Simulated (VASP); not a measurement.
## CdSe: relaxation of cell and atoms with PBEsol

CdSe:

```xyz
2
Lattice="0.0000 3.0462 3.0462 3.0462 0.0000 3.0462 3.0462 3.0462 0.0000" Properties=species:S:1:pos:R:3 pbc="T T T"
Cd    0.0000    0.0000    0.0000
Se    4.5693    4.5693    4.5693
```

Measurements of this composition are mostly on another form, of space group No. 186.

```json
{"Program": "VASP 6.6.1", "Task": "relaxation of cell and atoms", "Functional": "PBEsol", "Potentials or basis": "VASP PAW PBE potentials, release 64 (Cd, Se)", "Cutoff": "600 eV", "k mesh": "8 × 8 × 8", "Occupations": "gaussian, width 0.03 eV", "Spin": "no spin polarisation", "Further INCAR settings": "ALGO = Normal; EDIFF = 1e-07; IBRION = 2; EDIFFG = -0.005; NSW = 90; ISIF = 3"}
```

```yaml
Pressure_after_relaxing: 0.0 GPa
Band_gap_on_the_k_mesh: 0.47 eV, direct
```

Final structure:
```
Cd Se
1.0
     0.00000    3.04621    3.04621
     3.04621    0.00000    3.04621
     3.04621    3.04621    0.00000
Cd Se
1 1
Direct
  0.00000 0.00000 0.00000
  0.75000 0.75000 0.75000
```

Levels at points of the mesh, in eV from the valence-band top:
| k point | band 5 | band 6 | band 7 | band 8 | band 9 | band 10 | band 11 | band 12 | band 13 |
| --- | --- | --- | --- | --- | --- | --- | --- | --- | --- |
| (0.00, 0.00, 0.00) | -7.52 | -7.52 | 0.00 | 0.00 | 0.00 | 0.47 | 5.85 | 5.85 | 5.85 |
| (0.50, 0.00, 0.00) | -7.50 | -7.23 | -4.42 | -0.75 | -0.75 | 2.28 | 6.36 | 6.36 | 7.27 |
| (0.50, 0.50, 0.00) | -7.46 | -7.17 | -4.11 | -1.86 | -1.86 | 3.01 | 3.67 | 8.96 | 10.10 |

It took 4.2 s on 8 MPI ranks on AMD EPYC 9R45 96-Core Processor (Zen 5), with other jobs on the host, peak memory 0.21 GiB a rank.

Caveat: the relaxation stopped at its first step, so nothing moved; the PAW data sets were made with another functional, which shifts forces and pressure a little.
